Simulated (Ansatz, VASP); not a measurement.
**TaInSe3: VASP beside Ansatz**

Aim: how closely do two programs agree when they are given the same cell, functional and k mesh? The cell is generated by rule, not measured, and may not be a known phase. The cell is taken from a series of runs on this material, whose earlier steps may have relaxed, scaled, displaced or heated it; both programs get it as it stands.

Main program and level: Ansatz 0.2.0; plane waves, with VASP 6.6.1 beside it; single point at PBEsol.

The structure was built from a prototype and need not be the compound's stable phase.

## (1) Set-up

It takes space group R-3c (No. 167, trigonal). The conventional cell has a = 7.098 Å, b = 7.098 Å, c = 17.387 Å, α = 90.00°, β = 90.00°, γ = 120.00°. Nearest to In lie 3 Se at 3.23 Å. Ta has 6 Se at 2.53 Å nearest. Se has 2 Ta at 2.53 Å and 1 In at 3.23 Å nearest. Farther neighbours and most contacts between anions are not listed.

As a file:

```cif
data_structure
_symmetry_space_group_name_H-M 'P 1'
_symmetry_Int_Tables_number 1
_cell_length_a 7.0983
_cell_length_b 7.0983
_cell_length_c 7.0983
_cell_angle_alpha 90.000
_cell_angle_beta 60.000
_cell_angle_gamma 60.000
_cell_volume 252.90
loop_
_atom_site_label
_atom_site_type_symbol
_atom_site_fract_x
_atom_site_fract_y
_atom_site_fract_z
_atom_site_occupancy
In1 In 0.00000 0.00000 0.00000 1
In2 In 0.00000 0.50000 0.50000 1
Ta3 Ta 0.50000 0.25000 0.75000 1
Ta4 Ta 0.50000 0.75000 0.25000 1
Se5 Se 0.54508 0.00000 0.00000 1
Se6 Se 0.45492 0.50000 0.50000 1
Se7 Se 0.00000 0.45492 0.00000 1
Se8 Se 0.00000 0.04508 0.50000 1
Se9 Se 0.45492 0.54508 0.00000 1
Se10 Se 0.54508 0.95492 0.50000 1
```

## (2) Ansatz: single point, PBEsol, pair 1

Ansatz runs on its default PAW (the set named soft_2) files.

With cell and atoms fixed, the geometry can't cause a difference; cores, projectors, grids and the points listed under the comparison can.

Contents of input.yaml:

```yaml
crystal:
  lattice:
    - [5.019252156, 5.019252156, 0.0]
    - [5.019252156, 0.0, 5.019252156]
    - [5.019252156, 0.0, -5.019252156]
  atoms:
    - { symbol: In, position: [0.0, 0.0, 0.0] }
    - { symbol: In, position: [0.0, 0.5, 0.5] }
    - { symbol: Ta, position: [0.5, 0.25, 0.75] }
    - { symbol: Ta, position: [0.5, 0.75, 0.25] }
    - { symbol: Se, position: [0.5450812517, 0.0, 1.0] }
    - { symbol: Se, position: [0.4549187483, 0.5, 0.5] }
    - { symbol: Se, position: [0.0, 0.4549187483, 0.0] }
    - { symbol: Se, position: [0.0, 0.0450812517, 0.5] }
    - { symbol: Se, position: [0.4549187483, 0.5450812517, 0.0] }
    - { symbol: Se, position: [0.5450812517, -0.0450812517, 0.5] }
kpoints:
  mp_grid: { grid: [6, 6, 6] }
hamiltonian:
  xc: pbesol
scf:
  occupations: { method: methfessel_paxton, width: 0.15 }
output:
  forces: true
  stress: true
  eigenvalues: true
```

On the command line:

```bash
$ ansatz run input.yaml --threads 8 --pin off --max-ram 14336MiB --backend cpu --events-out ev --progress --plain --runs-dir out
```

Numbers of over 12 decimals in the logs are rounded to 6 here.

What it wrote:

```text
Engine: ansatz 0.2.0, aarch64-unknown-linux-gnu
Pseudopotentials: kind: paw
Pseudopotential: In, paw, valence charge 13, recommended cutoff 420 eV (normal), In.paw.azcp
Pseudopotential: Ta, paw, valence charge 13, recommended cutoff 420 eV (normal), Ta.paw.azcp
Pseudopotential: Se, paw, valence charge 16, recommended cutoff 420 eV (normal), Se.paw.azcp
Functional definition: PBEsol
  exchange = pbesol_x
  correlation = pbesol_c
Crystal: 10 atoms, lattice volume = 252.899 Å³
Basis set: ecut = 420 eV, 4957 PW (Γ), exchange–correlation on 96×96×96 points (8 copies of the dense FFT grid, shifted against one another)
Bands: 89, of which v1, the nominal top of the filled ones, is band 74 counted from 1 (73 counted from 0)
Symmetry: 12 space group operations
Space group: R-3c (ITA 167), of the structure as read, at distance tolerance 6.3e-5 Å
k-points: 32 of 216
Non-local potential: In, projectors of the file, l = 0: 2, l = 1: 2, l = 2: 2, l = 3: 2
Non-local potential: Ta, projectors of the file, l = 0: 3, l = 1: 2, l = 2: 2, l = 3: 1
Non-local potential: Se, projectors of the file, l = 0: 2, l = 1: 2, l = 2: 3, l = 3: 1
PAW form: soft (Blöchl's): semilocal exchange-correlation on the pseudo side does not see the compensation charge
PAW frozen core: In, regenerated for the run's functional, and the local potential with it (the file was generated under x = pbe(κ = 0.804, μ = 0.219515), c = pbe(β = 0.066725))
PAW frozen core: Ta, regenerated for the run's functional, and the local potential with it (the file was generated under x = pbe(κ = 0.804, μ = 0.219515), c = pbe(β = 0.066725))
PAW frozen core: Se, regenerated for the run's functional, and the local potential with it (the file was generated under x = pbe(κ = 0.804, μ = 0.219515), c = pbe(β = 0.066725))
PAW one-centre angular grid: In, 590 points (default); XC on 64 Gauss nodes
PAW one-centre angular grid: Ta, 590 points (default); XC on 64 Gauss nodes
PAW one-centre angular grid: Se, 590 points (default); XC on 64 Gauss nodes
Initial density: superposition of atomic densities (neutral atoms: chi_scale 0, normalization atom), corrected by the library's trained network
Initial wavefunctions: pseudopotential atomic-orbital guess
Functional: x = pbesol(κ = 0.804, μ = 0.123457), c = pbesol(β = 0.046)
SCF iter   1: F=—  HF=-63212.943166 eV  |F-HF|=—  |Δ(HF+E_count)|=         —  Δρ=3.67e-3  dr2=6.46e-2  ethr=1.77e-3  ⟨swp⟩=6.2  Hψ=9960  notcnv=0  defer=1
preconditioner: auto → LDOS  [metal: Δε(μ)=0.041 eV  Ē_g=10.359 eV  σ=0.150 eV  W_gap=0.23  n_scr=58 (ndim 8)  ℏωp=19.8 eV  f_vac=0.015  D(μ)=3.96/eV (n_scr^D=14)  β→1.0]
SCF iter   2: F=—  HF=-63212.932376 eV  |F-HF|=—  |Δ(HF+E_count)|=   1.08e-2  S|Δr|=    0.00e0  Δρ=1.64e-3  dr2=1.09e-2  ethr=4.36e-5  ⟨swp⟩=2.0  Hψ=5605  notcnv=0  defer=1
SCF iter   3: F=—  HF=-63212.927104 eV  |F-HF|=—  |Δ(HF+E_count)|=   5.27e-3  S|Δr|=    0.00e0  Δρ=4.16e-4  dr2=4.95e-4  ethr=7.35e-6  ⟨swp⟩=2.0  Hψ=4905  notcnv=0  defer=1
SCF iter   4: F=—  HF=-63212.926821 eV  |F-HF|=—  |Δ(HF+E_count)|=   2.82e-4  S|Δr|=    0.00e0  Δρ=1.28e-4  dr2=1.09e-4  ethr=3.34e-7  ⟨swp⟩=2.0  Hψ=4906  notcnv=0  defer=1
SCF iter   5: F=—  HF=-63212.926802 eV  |F-HF|=—  |Δ(HF+E_count)|=   1.95e-5  S|Δr|=    0.00e0  Δρ=1.66e-5  dr2=5.24e-7  ethr=7.35e-8  ⟨swp⟩=2.0  Hψ=3176  notcnv=0  defer=1
SCF iter   6: F=—  HF=-63212.926677 eV  |F-HF|=—  |Δ(HF+E_count)|=   1.24e-4  S|Δr|=    0.00e0  Δρ=4.55e-6  dr2=3.33e-8  ethr=6.76e-11  ⟨swp⟩=9.8  Hψ=13309  notcnv=0
SCF iter   7: F=-63212.926677 eV  HF=-63212.926677 eV  |F-HF|=8.03e-9  |Δ(HF+E_count)|=   1.07e-8  S|Δr|=    0.00e0  Δρ=1.77e-6  dr2=7.00e-9  ethr=2.25e-11  ⟨swp⟩=2.0  Hψ=9520  notcnv=0
SCF 1 converged in 7 iterations: F = -63212.926677 eV  dr2 = 7.00e-9
  greatest PAW one-centre occupation: 1.000 electrons in one spin orbital (limit 2), on the Se atom at site 5 (counted from 0), in its partial waves of l = 2
SCF converged after 7 iterations
Stability not checked: this state was not tested for a lower state beside it, because cold or Methfessel-Paxton smearing, or corrected tetrahedra, fill the levels in a way that the test cannot read (fill_not_monotonic; see scf.lower_state_search)
Free energy (F): -63212.926677 eV
Harris-Foulkes:  -63212.926677 eV  (|F-HF|=8.03e-9)
Internal energy: -63212.925777 eV  (E = F + TS)
E sigma→0 (E₀):  -63212.926452 eV
Entropy (-TS):   -0.000900 eV (-0.090 meV/atom)
Fermi energy:    9.044438 eV
Step filling:    the computed levels leave a gap of 0.0035 eV = 0.0 smearing widths at the electron count; against every level under it full and every level over it empty, smearing changes F+E_penalty+E_count by +1.68e-3 meV and its σ→0 estimate by +0.227 meV
--- Per-component energies (eV) ---
  E_band       = -2751.290997
  E_kinetic    = 1919.675444
  E_local      = -19057.034673  (includes V_loc(G=0)·N_el)
  E_nonlocal   = -2789.675155
  E_hartree    = 8939.983216
  E_xc         = -1480.383231
  E_vxc        = -1194.271673  (∫ρ·V_xc dr)
  E_paw        = -35908.447069  (= ΣΔE_a)
  E_vpaw       = 490.052089  (= ΣTr[D̂ρ^β])
  E_aug_tail   = -0.003279  (compensation charges beyond the density's cutoff)
  E_ewald      = -14843.990830
  E_core_change = 6.949801  (= ΣΔE_core)
  E_smearing   = -0.000900  (= −TS)
  E_closure    = 0.000000  (closes the sum)
  Σ components = -63212.926677   (vs F -63212.926677, Δ=0.00e0)
--- Forces (eV/Å), atoms counted from 1 ---
  atom   1  In     0.00000000    -0.00000000    -0.00000000
  atom   2  In    -0.00000000     0.00000000     0.00000000
  atom   3  Ta     0.00000000     0.00000000     0.00000000
  atom   4  Ta     0.00000000     0.00000000    -0.00000000
  atom   5  Se     0.27140795     0.27140795    -0.00000000
  atom   6  Se    -0.27140795    -0.27140795     0.00000000
  atom   7  Se    -0.27140795     0.00000000    -0.27140795
  atom   8  Se     0.27140795    -0.00000000     0.27140795
  atom   9  Se    -0.00000000    -0.27140795     0.27140795
  atom  10  Se     0.00000000     0.27140795    -0.27140795
  max |Σ_I F_I| component: 5.55e-17 eV/Å
--- Stress (GPa, compression-positive) ---
       -1.424760       0.128073       0.128073
        0.128073      -1.424760      -0.128073
        0.128073      -0.128073      -1.424760
  P = ⅓ Tr σ = -1.4248 GPa (-14.248 kbar)
--- Band table (eV; the first three rows and the last of 32) ---
  k-point 0: bands = [... 70 lower, 8.3624, 8.4342, 8.4342, 8.4545, 9.0728, 9.0728, 9.3582, 10.4346, ... 11 higher]
  k-point 1: bands = [... 70 lower, 8.2949, 8.6585, 8.7884, 8.7884, 9.1875, 9.1875, 9.6452, 10.5714, ... 11 higher]
  k-point 2: bands = [... 70 lower, 8.4501, 8.4501, 8.4673, 8.6624, 9.7608, 9.7608, 10.1878, 10.2993, ... 11 higher]
  k-point 31: bands = [... 70 lower, 8.0577, 8.0577, 8.3991, 8.3991, 9.9868, 9.9868, 10.6431, 10.6431, ... 11 higher]
```

The run ends at a pressure of -1.42 GPa, with forces up to 0.38 eV/Å.

## (3) VASP: single point, PBEsol, pair 1

The same cell, functional, mesh and smearing now go to VASP, with its own data sets.

Lines of VASP's logs that name or quote its potential files are left out, and so is its time.

Contents of INCAR:

```
SYSTEM = TaInSe3
PREC = Accurate
ENCUT = 500
EDIFF = 1E-06
NELM = 120
ISMEAR = 1
SIGMA = 0.15
LREAL = .FALSE.
ALGO = Normal
GGA = PS
NBANDS = 52
LASPH = .TRUE.
LORBIT = 11
LWAVE = .FALSE.
LCHARG = .FALSE.
ISIF = 2
GGA_COMPAT = .FALSE.
KPAR = 2
```

Contents of POSCAR:

```
TaInSe3
1.0
    5.0192521560      5.0192521560      0.0000000000
    5.0192521560      0.0000000000      5.0192521560
    5.0192521560      0.0000000000     -5.0192521560
In Ta Se
2 2 6
Direct
    0.0000000000      0.0000000000      0.0000000000
    0.0000000000      0.5000000000      0.5000000000
    0.5000000000      0.2500000000      0.7500000000
    0.5000000000      0.7500000000      0.2500000000
    0.5450812517      0.0000000000      0.0000000000
    0.4549187483      0.5000000000      0.5000000000
    0.0000000000      0.4549187483      0.0000000000
    0.0000000000      0.0450812517      0.5000000000
    0.4549187483      0.5450812517      0.0000000000
    0.5450812517      0.9549187483      0.5000000000
```

Contents of KPOINTS:

```
Automatic mesh
0
Gamma
6 6 6
0 0 0
```

Potentials, in the order of the species: In_d, Ta_pv and Se (PBE family, release 64).

On the command line:

```bash
$ mpirun -np 2 vasp_std
```

What it wrote:

```text
[banner, memory and clock lines left out]
running    2 mpi-ranks, on    1 nodes
 distrk:  each k-point on    1 cores,    2 groups
 distr:  one band on    1 cores,    1 groups

 POSCAR found type information on POSCAR InTaSe
 POSCAR found :  3 types and      10 ions
|                                                                             |
|               ----> ADVICE to this user running VASP <----                  |
|                                                                             |
|     You enforced a specific xc type in the INCAR file but a different       |
|     [... a line on the potential file left out ...]
|     I HOPE YOU KNOW WHAT YOU ARE DOING!                                     |
|                                                                             |

 LDA part: xc-table for (Slater+PW92), standard interpolation
 POSCAR, INCAR and KPOINTS ok, starting setup
 FFT: planning ... GRIDC
 FFT: planning ... GRID_SOFT
 FFT: planning ... GRID
 WAVECAR not read
 entering main loop
       N       E                     dE             d eps       ncg     rms          rms(c)
DAV:   1     0.809851433334E+03    0.80985E+03   -0.37333E+04  3352   0.158E+03
DAV:   2     0.572195098703E+02   -0.75263E+03   -0.72584E+03  3468   0.416E+02
DAV:   3    -0.546832198517E+02   -0.11190E+03   -0.10707E+03  4188   0.160E+02
DAV:   4    -0.619460348561E+02   -0.72628E+01   -0.71479E+01  4116   0.389E+01
DAV:   5    -0.622952418932E+02   -0.34921E+00   -0.34795E+00  4928   0.910E+00    0.221E+01
DAV:   6    -0.586406927632E+02    0.36545E+01   -0.22543E+01  4560   0.187E+01    0.928E+00
DAV:   7    -0.581559103395E+02    0.48478E+00   -0.41624E+00  4220   0.892E+00    0.660E+00
DAV:   8    -0.580154174181E+02    0.14049E+00   -0.64618E-01  4576   0.420E+00    0.967E-01
DAV:   9    -0.580132788135E+02    0.21386E-02   -0.66630E-02  4220   0.129E+00    0.352E-01
DAV:  10    -0.580130748571E+02    0.20396E-03   -0.82267E-03  4532   0.613E-01    0.227E-01
DAV:  11    -0.580134613743E+02   -0.38652E-03   -0.30655E-03  4204   0.238E-01    0.108E-01
DAV:  12    -0.580131030203E+02    0.35835E-03   -0.15734E-03  4240   0.146E-01    0.324E-02
DAV:  13    -0.580130999847E+02    0.30357E-05   -0.10532E-04  4276   0.433E-02    0.193E-02
DAV:  14    -0.580131005945E+02   -0.60987E-06   -0.71094E-06  3872   0.158E-02
   1 F= -.58013101E+02 E0= -.58012743E+02  d E =-.107135E-02
```

OUTCAR, selected parts (step 3):

```text
ion  position               nearest neighbor table
   1  0.000  0.000  0.000-   5 3.23   7 3.23   9 3.23
   2  0.000  0.500  0.500-   6 3.23   8 3.23  10 3.23
   3  0.500  0.250  0.750-   5 2.53   6 2.53   8 2.53   9 2.53  10 2.53   7 2.53
   4  0.500  0.750  0.250-   5 2.53   6 2.53   7 2.53   9 2.53  10 2.53   8 2.53
   5  0.545  0.000  0.000-   3 2.53   4 2.53   1 3.23
   6  0.455  0.500  0.500-   3 2.53   4 2.53   2 3.23
   7  0.000  0.455  0.000-   3 2.53   4 2.53   1 3.23
   8  0.000  0.045  0.500-   4 2.53   3 2.53   2 3.23
   9  0.455  0.545  0.000-   3 2.53   4 2.53   1 3.23
  10  0.545  0.955  0.500-   3 2.53   4 2.53   2 3.23

  LATTYP: Found a face centered cubic cell.
 ALAT       =    10.0385043120

 Subroutine GETGRP returns: Found 12 space group operations
 (whereof  6 operations were pure point group operations)

The static configuration has the point symmetry D_3 .
 The point group associated with its full space group is D_3d.

 Found     32 irreducible k-points:

   k-points           NKPTS =     32   k-points in BZ     NKDIM =     32   number of bands    NBANDS=     52

   dimension x,y,z NGX =    54 NGY =   54 NGZ =   54
   dimension x,y,z NGXF=   108 NGYF=  108 NGZF=  108

   ENCUT  =  500.0 eV  36.75 Ry    6.06 a.u.  12.94 12.94 12.94*2*pi/ulx,y,z

   NELECT =      84.0000    total number of electrons

 k-points in reciprocal lattice and weights: Automatic mesh
   0.00000000  0.00000000  0.00000000       0.005
   0.16666667  0.00000000  0.00000000       0.028
   0.33333333  0.00000000  0.00000000       0.028
   0.50000000  0.00000000  0.00000000       0.014
   0.00000000  0.16666667  0.00000000       0.028
   0.00000000  0.00000000 -0.16666667       0.009
   0.33333333  0.16666667  0.00000000       0.056
   0.16666667  0.16666667  0.33333333       0.028
   0.00000000 -0.33333333  0.16666667       0.028
[...]
0.33333333  0.16666667 -0.33333333       0.028
   0.16666667  0.50000000  0.33333333       0.056

 average (electrostatic) potential at core
       1 -96.5644       2 -96.5644       3 -39.6937       4 -39.6937       5 -54.0001
       6 -54.0001       7 -54.0001       8 -54.0001       9 -54.0001      10 -54.0001

 E-fermi :   3.8852

 k-point     1 :       0.0000    0.0000    0.0000
  band No.  band energies     occupation
    ...
     40       3.2708      2.00000
     41       3.2708      2.00000
     42       3.3028      2.00000
     43       3.9150      0.67028
     44       3.9150      0.67028
     45       4.2008     -0.01125
     46       5.2709     -0.00000
     47       5.2709     -0.00000
     48       5.6503     -0.00000
     49       6.0707     -0.00000
    ...

 k-point     2 :       0.1667    0.0000    0.0000
  band No.  band energies     occupation
    ...
     38       3.0962      2.00000
     39       3.1088      2.00000
     40       3.2577      2.00000
     41       3.6105      2.02655
     42       3.7603      1.99568
     43       4.0226     -0.02819
     44       4.3263     -0.00026
     45       4.3993     -0.00001
     46       5.1407     -0.00000
     47       5.4171     -0.00000
    ...

 k-point     3 :       0.3333    0.0000    0.0000
  band No.  band energies     occupation
    ...
     38       2.5943      2.00000
     39       3.1115      2.00000
     40       3.1680      2.00000
     41       3.2004      2.00000
     42       3.3672      2.00001
     43       3.9924      0.07007
     44       5.1356     -0.00000
     45       5.2749     -0.00000
     46       5.4029     -0.00000
     47       5.5589     -0.00000
    ...

  Total       -2.0344080     -2.0344080     -2.0344080      0.2029043     -0.2029043      0.2029043
  in kB      -12.8884766    -12.8884766    -12.8884766      1.2854489     -1.2854489      1.2854489
  external PRESSURE =     -12.8884766 kB  Pullay stress =       0.0000000 kB

  energy-cutoff  :      500.00
  volume of cell :      252.90
      direct lattice vectors                 reciprocal lattice vectors
     5.019252156  5.019252156  0.000000000     0.000000000  0.199232868  0.000000000
     5.019252156  0.000000000  5.019252156     0.099616434 -0.099616434  0.099616434
     5.019252156  0.000000000 -5.019252156     0.099616434 -0.099616434 -0.099616434

 POSITION                                       TOTAL-FORCE (eV/Angst)
 -----------------------------------------------------------------------------------
      0.00000      0.00000      0.00000        -0.000000      0.000000     -0.000000
      5.01925      0.00000      0.00000        -0.000000      0.000000      0.000000
      7.52888      2.50963     -2.50963        -0.000000      0.000000      0.000000
      7.52888      2.50963      2.50963        -0.000000      0.000000      0.000000
      2.73590      2.73590      0.00000         0.276871      0.276871     -0.000000
      7.30260      2.28335      0.00000        -0.276871     -0.276871     -0.000000
      2.28335      0.00000      2.28335        -0.276871      0.000000     -0.276871
      2.73590      0.00000     -2.28335         0.276871      0.000000      0.276871
      5.01925      2.28335      2.73590        -0.000000     -0.276871      0.276871
     10.03850      2.73590      2.28335        -0.000000      0.276871     -0.276871
 -----------------------------------------------------------------------------------
    total drift:                                0.000000      0.000000     -0.000000

  FREE ENERGIE OF THE ION-ELECTRON SYSTEM (eV)
  ---------------------------------------------------
  free  energy   TOTEN  =       -58.0131005945 eV

  energy  without entropy=      -58.0120292415  energy(sigma->0) =      -58.01274348

 total charge
# of ion       s       p       d       tot
------------------------------------------
    1        1.133   0.191   9.853  11.177
    2        1.133   0.191   9.853  11.177
    3        0.304   6.183   2.256   8.742
    4        0.304   6.183   2.256   8.742
    5        1.458   2.379   0.033   3.870
    6        1.458   2.379   0.033   3.870
    7        1.458   2.379   0.033   3.870
    8        1.458   2.379   0.033   3.870
    9        1.458   2.379   0.033   3.870
   10        1.458   2.379   0.033   3.870
--------------------------------------------------
tot         11.618  27.020  24.418  63.056

[... 3 further parts left out ...]
```

The run ends at a pressure of -1.29 GPa, with forces up to 0.39 eV/Å.

## (4) Side by side

Known differences besides the potentials themselves: the data sets hold 148 valence electrons in Ansatz (on its default PAW (the set named soft_2) files) and 84 in VASP; the cutoff is 420 eV in Ansatz and 500 eV in VASP; Ansatz makes its cores anew for this functional, VASP keeps those of its PBE data sets. Total energies have different zeros and are not compared.

Compared:

| quantity | Ansatz | VASP | difference |
| --- | --- | --- | --- |
| pressure (GPa) | -1.42 | -1.29 | -0.14 |

Forces (eV/Å; atoms numbered as in POSCAR):

| atom | Ansatz x, y, z | VASP x, y, z |
| --- | --- | --- |
| In1 | 0.000, 0.000, 0.000 | 0.000, 0.000, 0.000 |
| In2 | 0.000, 0.000, 0.000 | 0.000, 0.000, 0.000 |
| Ta3 | 0.000, 0.000, 0.000 | 0.000, 0.000, 0.000 |
| Ta4 | 0.000, 0.000, 0.000 | 0.000, 0.000, 0.000 |
| Se5 | 0.271, 0.271, 0.000 | 0.277, 0.277, 0.000 |
| Se6 | -0.271, -0.271, 0.000 | -0.277, -0.277, 0.000 |
| Se7 | -0.271, 0.000, -0.271 | -0.277, 0.000, -0.277 |
| Se8 | 0.271, 0.000, 0.271 | 0.277, 0.000, 0.277 |
| Se9 | 0.000, -0.271, 0.271 | 0.000, -0.277, 0.277 |
| Se10 | 0.000, 0.271, -0.271 | 0.000, 0.277, -0.277 |

The forces differ by 3.5 meV/Å r.m.s., which is 2.0 % of the r.m.s. force of 0.175 eV/Å (both taken over all components).

(Part 1 of 2 ends here.)

[Lines on the potential files, build, host, timing and source positions are cut from VASP's logs without a mark.]

[Logs are printed without paths, hosts, clocks, repeated set-up lines and the standing remarks that a program may print on its own settings, such as how far it seeks lower states.]

[Hosts, paths, dates, database ids (printed as entryN), source tags and the programs' standing remarks are cut or masked in the printed files.]
